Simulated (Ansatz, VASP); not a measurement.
**SiC: VASP beside Ansatz**

One calculation is typed for both programs; each brings its own data sets and cutoff. How far apart do they land? The cell is a member of a volume series, scaled by 1.04 from a relaxed one, so a pressure remains.

Program: Ansatz 0.2.0. Level of theory: plane waves, with VASP 6.6.1 beside it; zone-centre phonons at LDA. Results are calculated unless marked as measured.

## (1) The starting structure

It takes space group P6_3mc (No. 186, hexagonal). The conventional cell has a = 3.100 Å, b = 3.100 Å, c = 10.150 Å, α = 90.00°, β = 90.00°, γ = 120.00°. Si has 4 C at 1.90 to 1.91 Å nearest. Nearest to Si lie 4 C at 1.90 Å. Nearest to C lie 4 Si at 1.90 to 1.91 Å. Nearest to C lie 4 Si at 1.90 Å. Farther neighbours are not listed.

Coordinates:

```xyz
8
Lattice="3.0999 0.0000 0.0000 -1.5499 2.6846 0.0000 0.0000 0.0000 10.1499" Properties=species:S:1:pos:R:3 pbc="T T T"
Si    1.5499    0.8949    9.5194
Si    0.0000    1.7897    4.4445
Si    0.0000    0.0000    6.9819
Si    0.0000    0.0000    1.9070
C     1.5499    0.8949    7.6103
C     0.0000    1.7897    2.5353
C     0.0000    0.0000    5.0795
C     0.0000    0.0000    0.0046
```

## (2) VASP: zone-centre phonons, LDA, volume scaled by 1.04

Second derivatives magnify differences that forces hide, and they need a tight electronic threshold.

Lines of VASP's logs that name or quote its potential files are left out, and so is its time.

File INCAR:

```
SYSTEM = SiC
PREC = Accurate
ENCUT = 560
EDIFF = 1E-08
NELM = 100
ISMEAR = 0
SIGMA = 0.03
LREAL = .FALSE.
ALGO = Normal
GGA = CA
NBANDS = 24
LORBIT = 11
LWAVE = .FALSE.
LCHARG = .FALSE.
KPAR = 16
IBRION = 6
NFREE = 2
POTIM = 0.015
NSW = 1
ISIF = 2
```

File POSCAR:

```
SiC
1.0
    3.0998522509     -0.0000000001      0.0000000000
   -1.5499261205      2.6845507990      0.0000000000
    0.0000000000      0.0000000000     10.1499296260
Si C
4 4
Direct
    0.6666666700      0.3333333300      0.9378807369
    0.3333333300      0.6666666700      0.4378807369
    0.0000000000      0.0000000000      0.6878796398
    0.0000000000      0.0000000000      0.1878796398
    0.6666666700      0.3333333300      0.7497869837
    0.3333333300      0.6666666700      0.2497869837
    0.0000000000      0.0000000000      0.5004516395
    0.0000000000      0.0000000000      0.0004516395
```

File KPOINTS:

```
Automatic mesh
0
Gamma
8 8 2
0 0 0
```

PAW data sets: Si and C (LDA family, release 64).

The run is started by

```
$ mpirun -np 16 vasp_std
```

Numbers of over 12 decimals in the logs are rounded to 6 here.

The program printed:

```text
[banner, memory and clock lines left out]
running   16 mpi-ranks, on    1 nodes
 distrk:  each k-point on    1 cores,   16 groups
 distr:  one band on    1 cores,    1 groups

 POSCAR found type information on POSCAR SiC
 POSCAR found :  2 types and       8 ions
|                                                                             |
|           W    W    AA    RRRRR   N    N  II  N    N   GGGG   !!!           |
|           W    W   A  A   R    R  NN   N  II  NN   N  G    G  !!!           |
|           W    W  A    A  R    R  N N  N  II  N N  N  G       !!!           |
|           W WW W  AAAAAA  RRRRR   N  N N  II  N  N N  G  GGG   !            |
|           WW  WW  A    A  R   R   N   NN  II  N   NN  G    G                |
|           W    W  A    A  R    R  N    N  II  N    N   GGGG   !!!           |
|                                                                             |
|     For optimal performance we recommend to set                             |
|       NCORE = 2 up to number-of-cores-per-socket                            |
|     NCORE specifies how many cores store one orbital (NPAR=cpu/NCORE).      |
|     This setting can greatly improve the performance of VASP for DFT.       |
|     The default, NCORE=1 might be grossly inefficient on modern             |
|     multi-core architectures or massively parallel machines. Do your        |
|     Unfortunately you need to use the default for GW and RPA                |
|     calculations (for HF NCORE is supported but not extensively tested      |
|     yet).                                                                   |
|                                                                             |

 LDA part: xc-table for (Slater(with rela. corr.)+CA(PZ))
 , standard interpolation
 POSCAR, INCAR and KPOINTS ok, starting setup
 FFT: planning ... GRIDC
 FFT: planning ... GRID_SOFT
 FFT: planning ... GRID
 WAVECAR not read
 entering main loop
       N       E                     dE             d eps       ncg     rms          rms(c)
DAV:   1     0.765309182143E+02    0.76531E+02   -0.15394E+04   960   0.128E+03
DAV:   2    -0.670537364529E+02   -0.14358E+03   -0.13257E+03  1320   0.203E+02
DAV:   3    -0.742815297780E+02   -0.72278E+01   -0.71748E+01  1264   0.448E+01
DAV:   4    -0.743880771241E+02   -0.10655E+00   -0.10643E+00  1248   0.639E+00
DAV:   5    -0.743903801628E+02   -0.23030E-02   -0.23024E-02  1256   0.883E-01    0.177E+01
DAV:   6    -0.667922111409E+02    0.75982E+01   -0.23216E+01  1224   0.215E+01    0.808E+00
DAV:   7    -0.665787827788E+02    0.21343E+00   -0.20753E+00  1320   0.675E+00    0.327E+00
DAV:   8    -0.665076535640E+02    0.71129E-01   -0.12713E-01  1144   0.176E+00    0.111E+00
DAV:   9    -0.664960594832E+02    0.11594E-01   -0.19259E-02  1256   0.748E-01    0.158E-01
DAV:  10    -0.664961676624E+02   -0.10818E-03   -0.10085E-03  1200   0.178E-01    0.874E-02
DAV:  11    -0.664961778563E+02   -0.10194E-04   -0.46502E-05  1248   0.449E-02    0.190E-02
DAV:  12    -0.664961731381E+02    0.47183E-05   -0.11118E-05  1216   0.164E-02    0.109E-02
DAV:  13    -0.664961726828E+02    0.45521E-06   -0.23895E-06  1256   0.706E-03    0.305E-03
DAV:  14    -0.664961727077E+02   -0.24816E-07   -0.13025E-07  1272   0.227E-03    0.958E-04
DAV:  15    -0.664961727144E+02   -0.67798E-08   -0.11092E-08   880   0.650E-04
   1 F= -.66496173E+02 E0= -.66496173E+02  d E =-.326909E-15
[... from here on, the cycles between the ionic steps are left out ...]
   2 F= -.66494084E+02 E0= -.66494084E+02  d E =-.262271E-13
   9 F= -.66492915E+02 E0= -.66492915E+02  d E =-.383797E-14
  10 F= -.66494117E+02 E0= -.66494117E+02  d E =-.139021E-14
  11 F= -.66494117E+02 E0= -.66494117E+02  d E =-.139073E-14
  12 F= -.66493329E+02 E0= -.66493329E+02  d E =-.343876E-14
  13 F= -.66493417E+02 E0= -.66493417E+02  d E =-.330661E-15
  14 F= -.66494113E+02 E0= -.66494113E+02  d E =-.176893E-13
  15 F= -.66494113E+02 E0= -.66494113E+02  d E =-.176654E-13
  16 F= -.66493304E+02 E0= -.66493304E+02  d E =-.924180E-13
 Finite differences progress:
  Degree of freedom:   8/  8
  Displacement:        1/  2
  Total:              15/ 16
 bond charge predicted
       N       E                     dE             d eps       ncg     rms          rms(c)
DAV:   1    -0.664969306657E+02   -0.36269E-02   -0.21205E+00   968   0.896E+00    0.405E-01
DAV:   2    -0.664941528867E+02    0.27778E-02   -0.19425E-02  1272   0.971E-01    0.149E-01
DAV:   3    -0.664933021383E+02    0.85075E-03   -0.26004E-03  1256   0.426E-01    0.568E-02
DAV:   4    -0.664933464506E+02   -0.44312E-04   -0.11969E-03  1232   0.203E-01    0.433E-02
DAV:   5    -0.664933389947E+02    0.74559E-05   -0.33346E-05  1232   0.364E-02    0.262E-02
DAV:   6    -0.664933350180E+02    0.39767E-05   -0.16783E-05  1272   0.222E-02    0.592E-03
DAV:   7    -0.664933344102E+02    0.60784E-06   -0.17322E-06  1488   0.993E-03    0.242E-03
DAV:   8    -0.664933343980E+02    0.12224E-07   -0.77960E-07  1208   0.484E-03    0.112E-03
DAV:   9    -0.664933343912E+02    0.67562E-08   -0.42789E-08  1168   0.126E-03
  17 F= -.66493334E+02 E0= -.66493334E+02  d E =-.146695E-17
 Finite differences progress:
  Degree of freedom:   8/  8
  Displacement:        2/  2
  Total:              16/ 16
```

Parts of OUTCAR (step 2):

```text
ion  position               nearest neighbor table
   1  0.667  0.333  0.938-   8 1.90   8 1.90   8 1.90   5 1.91   4 3.11   4 3.11   4 3.11   3 3.11
                             3 3.11   3 3.11
   2  0.333  0.667  0.438-   7 1.90   7 1.90   7 1.90   6 1.91   3 3.11   3 3.11   3 3.11   4 3.11
                             4 3.11   4 3.11
   3  0.000  0.000  0.688-   5 1.90   5 1.90   5 1.90   7 1.90   2 3.11   2 3.11   2 3.11   1 3.11
                             1 3.11   1 3.11
   4  0.000  0.000  0.188-   6 1.90   6 1.90   6 1.90   8 1.90   1 3.11   1 3.11   1 3.11   2 3.11
                             2 3.11   2 3.11
   5  0.667  0.333  0.750-   3 1.90   3 1.90   3 1.90   1 1.91
   6  0.333  0.667  0.250-   4 1.90   4 1.90   4 1.90   2 1.91
   7  0.000  0.000  0.500-   2 1.90   2 1.90   2 1.90   3 1.90
   8  0.000  0.000  0.000-   1 1.90   1 1.90   1 1.90   4 1.90

  LATTYP: Found a hexagonal cell.
 ALAT       =     3.0998522509
 C/A-ratio  =     3.2743269048

 Subroutine GETGRP returns: Found 12 space group operations
 (whereof  6 operations were pure point group operations)

The static configuration has the point symmetry C_3v.
 The point group associated with its full space group is C_6v.

 Found     20 irreducible k-points:

   k-points           NKPTS =     20   k-points in BZ     NKDIM =     20   number of bands    NBANDS=     24

   dimension x,y,z NGX =    24 NGY =   24 NGZ =   80
   dimension x,y,z NGXF=    48 NGYF=   48 NGZF=  160

   ENCUT  =  560.0 eV  41.16 Ry    6.42 a.u.   5.98  5.98 19.58*2*pi/ulx,y,z

   NELECT =      32.0000    total number of electrons

 k-points in reciprocal lattice and weights: Automatic mesh
   0.00000000  0.00000000  0.00000000       0.008
   0.12500000  0.00000000  0.00000000       0.047
   0.25000000  0.00000000  0.00000000       0.047
   0.37500000  0.00000000  0.00000000       0.047
   0.50000000  0.00000000  0.00000000       0.023
   0.12500000  0.12500000  0.00000000       0.047
   0.25000000  0.12500000  0.00000000       0.094
   0.37500000  0.12500000  0.00000000       0.094
   0.25000000  0.25000000  0.00000000       0.047
[...]
0.25000000  0.25000000  0.50000000       0.047
   0.37500000  0.25000000  0.50000000       0.047

 average (electrostatic) potential at core
       1 -82.2423       2 -82.2229       3 -82.2336       4 -82.1673       5 -49.3242
       6 -49.2563       7 -49.3604       8 -49.3467

 E-fermi :   8.0618

 k-point     1 :       0.0000    0.0000    0.0000
  band No.  band energies     occupation
    ...
     12       7.3154      2.00000
     13       7.3154      2.00000
     14       7.8661      2.00000
     15       7.8900      2.00000
     16       7.8900      2.00000
     17      12.7678      0.00000
     18      13.3373      0.00000
     19      13.9697      0.00000
     20      13.9891      0.00000
     21      14.6294      0.00000
    ...

 k-point     2 :       0.1250    0.0000    0.0000
  band No.  band energies     occupation
    ...
     12       6.8631      2.00000
     13       6.9569      2.00000
     14       6.9629      2.00000
     15       7.6823      2.00000
     16       7.7571      2.00000
     17      12.9552      0.00000
     18      13.5972      0.00000
     19      13.7048      0.00000
     20      14.3632      0.00000
     21      14.6022      0.00000
    ...

 k-point     3 :       0.2500    0.0000    0.0000
  band No.  band energies     occupation
    ...
     12       5.4702      2.00000
     13       6.2276      2.00000
     14       6.2917      2.00000
     15       7.0847      2.00000
     16       7.3394      2.00000
     17      11.5354      0.00000
     18      12.0701      0.00000
     19      12.7773      0.00000
     20      13.8411      0.00000
     21      14.3802      0.00000
    ...

  FREE ENERGIE OF THE ION-ELECTRON SYSTEM (eV)
  ---------------------------------------------------
  free  energy   TOTEN  =       -66.4933343912 eV

  energy  without entropy=      -66.4933343912  energy(sigma->0) =      -66.49333439

 Eigenvectors and eigenvalues of the dynamical matrix
 ----------------------------------------------------

   1 f  =   26.462729 THz   166.270228 2PiTHz  882.701616 cm-1   109.441003 meV
             X         Y         Z           dx          dy          dz
      1.549926  0.894850  9.519423    -0.000000    0.000000   -0.198760
     -0.000000  1.789701  4.444459    -0.000000   -0.000000    0.198760
      0.000000  0.000000  6.981930    -0.000000   -0.000000    0.284778
      0.000000  0.000000  1.906965    -0.000000    0.000000   -0.284778
      1.549926  0.894850  7.610285     0.000000   -0.000000   -0.169098
     -0.000000  1.789701  2.535320     0.000000   -0.000000    0.169098
      0.000000  0.000000  5.079549     0.000000    0.000000   -0.592285
      0.000000  0.000000  0.004584     0.000000   -0.000000    0.592285

   2 f  =   26.192294 THz   164.571036 2PiTHz  873.680881 cm-1   108.322575 meV
             X         Y         Z           dx          dy          dz
      1.549926  0.894850  9.519423     0.000000    0.000000    0.285039
     -0.000000  1.789701  4.444459    -0.000000    0.000000   -0.285039
      0.000000  0.000000  6.981930    -0.000000    0.000000    0.204163
      0.000000  0.000000  1.906965    -0.000000    0.000000   -0.204163
      1.549926  0.894850  7.610285     0.000000   -0.000000   -0.589800
     -0.000000  1.789701  2.535320     0.000000   -0.000000    0.589800
      0.000000  0.000000  5.079549     0.000000   -0.000000    0.170899
      0.000000  0.000000  0.004584    -0.000000   -0.000000   -0.170899

   3 f  =   24.065449 THz   151.207678 2PiTHz  802.736984 cm-1    99.526657 meV
             X         Y         Z           dx          dy          dz
      1.549926  0.894850  9.519423    -0.000000   -0.000000    0.050952
     -0.000000  1.789701  4.444459    -0.000000   -0.000000    0.050952
      0.000000  0.000000  6.981930    -0.000000   -0.000000   -0.017363
      0.000000  0.000000  1.906965    -0.000000   -0.000000   -0.017363
      1.549926  0.894850  7.610285     0.000000    0.000000    0.472206
     -0.000000  1.789701  2.535320     0.000000    0.000000    0.472206
      0.000000  0.000000  5.079549     0.000000    0.000000   -0.523568
      0.000000  0.000000  0.004584     0.000000    0.000000   -0.523568

   4 f  =   22.905155 THz   143.917332 2PiTHz  764.033725 cm-1    94.728066 meV
             X         Y         Z           dx          dy          dz
      1.549926  0.894850  9.519423    -0.161865   -0.227705   -0.000000
     -0.000000  1.789701  4.444459    -0.161865   -0.227705   -0.000000
      0.000000  0.000000  6.981930    -0.155153   -0.218263   -0.000000
      0.000000  0.000000  1.906965    -0.155153   -0.218263   -0.000000
      1.549926  0.894850  7.610285     0.235415    0.331172    0.000000
     -0.000000  1.789701  2.535320     0.235415    0.331172    0.000000
      0.000000  0.000000  5.079549     0.249300    0.350704    0.000000
      0.000000  0.000000  0.004584     0.249300    0.350704    0.000000

   5 f  =   22.905155 THz   143.917332 2PiTHz  764.033724 cm-1    94.728066 meV
             X         Y         Z           dx          dy          dz
      1.549926  0.894850  9.519423     0.227705   -0.161865   -0.000000
     -0.000000  1.789701  4.444459     0.227705   -0.161865   -0.000000
      0.000000  0.000000  6.981930     0.218263   -0.155153   -0.000000
      0.000000  0.000000  1.906965     0.218263   -0.155153   -0.000000
      1.549926  0.894850  7.610285    -0.331172    0.235415    0.000000
     -0.000000  1.789701  2.535320    -0.331172    0.235415    0.000000
      0.000000  0.000000  5.079549    -0.350704    0.249300    0.000000
      0.000000  0.000000  0.004584    -0.350704    0.249300    0.000000

   6 f  =   22.511498 THz   141.443911 2PiTHz  750.902733 cm-1    93.100031 meV
             X         Y         Z           dx          dy          dz
      1.549926  0.894850  9.519423    -0.158976   -0.223641    0.000000
     -0.000000  1.789701  4.444459     0.158976    0.223641    0.000000
      0.000000  0.000000  6.981930    -0.141566   -0.199149    0.000000
      0.000000  0.000000  1.906965     0.141566    0.199149    0.000000
      1.549926  0.894850  7.610285     0.266862    0.375410   -0.000000
     -0.000000  1.789701  2.535320    -0.266862   -0.375410   -0.000000
      0.000000  0.000000  5.079549    -0.226525   -0.318666   -0.000000
      0.000000  0.000000  0.004584     0.226525    0.318666   -0.000000

   7 f  =   22.511498 THz   141.443911 2PiTHz  750.902731 cm-1    93.100031 meV
             X         Y         Z           dx          dy          dz
      1.549926  0.894850  9.519423    -0.223641    0.158976   -0.000000
     -0.000000  1.789701  4.444459     0.223641   -0.158976   -0.000000
      0.000000  0.000000  6.981930    -0.199149    0.141566   -0.000000
      0.000000  0.000000  1.906965     0.199149   -0.141566   -0.000000
      1.549926  0.894850  7.610285     0.375410   -0.266862    0.000000
     -0.000000  1.789701  2.535320    -0.375410    0.266862    0.000000
      0.000000  0.000000  5.079549    -0.318666    0.226525    0.000000
      0.000000  0.000000  0.004584     0.318666   -0.226525    0.000000

   8 f  =   22.450624 THz   141.061432 2PiTHz  748.872215 cm-1    92.848279 meV
             X         Y         Z           dx          dy          dz
      1.549926  0.894850  9.519423    -0.000000   -0.000000   -0.277230
     -0.000000  1.789701  4.444459     0.000000    0.000000   -0.277230
      0.000000  0.000000  6.981930    -0.000000   -0.000000   -0.269031
      0.000000  0.000000  1.906965     0.000000    0.000000   -0.269031
      1.549926  0.894850  7.610285     0.000000    0.000000    0.448672
     -0.000000  1.789701  2.535320    -0.000000   -0.000000    0.448672
      0.000000  0.000000  5.079549    -0.000000   -0.000000    0.386599
      0.000000  0.000000  0.004584     0.000000    0.000000    0.386599

   9 f  =   22.270358 THz   139.928785 2PiTHz  742.859174 cm-1    92.102758 meV
             X         Y         Z           dx          dy          dz
      1.549926  0.894850  9.519423     0.142741    0.200802    0.000000
     -0.000000  1.789701  4.444459    -0.142741   -0.200802    0.000000
      0.000000  0.000000  6.981930    -0.162345   -0.228381    0.000000
      0.000000  0.000000  1.906965     0.162345    0.228381    0.000000
      1.549926  0.894850  7.610285     0.224579    0.315929   -0.000000
     -0.000000  1.789701  2.535320    -0.224579   -0.315929   -0.000000
      0.000000  0.000000  5.079549     0.265851    0.373987   -0.000000
      0.000000  0.000000  0.004584    -0.265851   -0.373987   -0.000000

  10 f  =   22.270358 THz   139.928785 2PiTHz  742.859173 cm-1    92.102758 meV
             X         Y         Z           dx          dy          dz
      1.549926  0.894850  9.519423    -0.200802    0.142741    0.000000
     -0.000000  1.789701  4.444459     0.200802   -0.142741    0.000000
      0.000000  0.000000  6.981930     0.228381   -0.162345    0.000000
      0.000000  0.000000  1.906965    -0.228381    0.162345    0.000000
      1.549926  0.894850  7.610285    -0.315929    0.224579   -0.000000
     -0.000000  1.789701  2.535320     0.315929   -0.224579   -0.000000
      0.000000  0.000000  5.079549    -0.373987    0.265851   -0.000000
      0.000000  0.000000  0.004584     0.373987   -0.265851   -0.000000

  11 f  =   21.955005 THz   137.947367 2PiTHz  732.340150 cm-1    90.798566 meV
             X         Y         Z           dx          dy          dz
      1.549926  0.894850  9.519423    -0.141916   -0.199641    0.000000
     -0.000000  1.789701  4.444459    -0.141916   -0.199641    0.000000
      0.000000  0.000000  6.981930     0.150327    0.211474    0.000000
      0.000000  0.000000  1.906965     0.150327    0.211474    0.000000
    [... 144 further lines ...]
     -0.000000  1.789701  2.535320     0.030024    0.272024   -0.000000
      0.000000  0.000000  5.079549     0.030025    0.272029   -0.000000
      0.000000  0.000000  0.004584     0.030025    0.272029   -0.000000

 ELASTIC MODULI CONTR FROM IONIC RELAXATION (kBar)
 Direction    XX          YY          ZZ          XY          YZ          ZX
 --------------------------------------------------------------------------------
 XX        -345.4518    206.6062    133.8710     -0.0000     -0.0000      0.0000
 YY         206.6062   -345.4518    133.8710     -0.0000     -0.0000     -0.0000
 ZZ         133.8710    133.8710   -259.2594      0.0000      0.0000      0.0000
 XY          -0.0000     -0.0000      0.0000   -276.0290     -0.0000      0.0000
 YZ          -0.0000     -0.0000      0.0000     -0.0000    -83.2226     -0.0000
 ZX           0.0000     -0.0000      0.0000      0.0000     -0.0000    -83.2226
 --------------------------------------------------------------------------------

 total charge
# of ion       s       p       d       tot
------------------------------------------
    1        0.711   0.968   0.000   1.679
    2        0.711   0.968   0.000   1.679
    3        0.712   0.963   0.000   1.674
    4        0.712   0.963   0.000   1.674
    5        0.825   1.693   0.000   2.518
    6        0.825   1.693   0.000   2.518
    7        0.825   1.691   0.000   2.516
    8        0.825   1.691   0.000   2.516
--------------------------------------------------
tot          6.145  10.629   0.000  16.774

[... 2 further parts left out ...]
```

(Continued in part 2 of 2.)

[Lines on the potential files, build, host, timing and source positions are cut from VASP's logs without a mark.]

[Logs are printed without paths, hosts, clocks, repeated set-up lines and the standing remarks that a program may print on its own settings, such as how far it seeks lower states.]

[Hosts, paths, dates, database ids (printed as entryN), source tags and the programs' standing remarks are cut or masked in the printed files.]
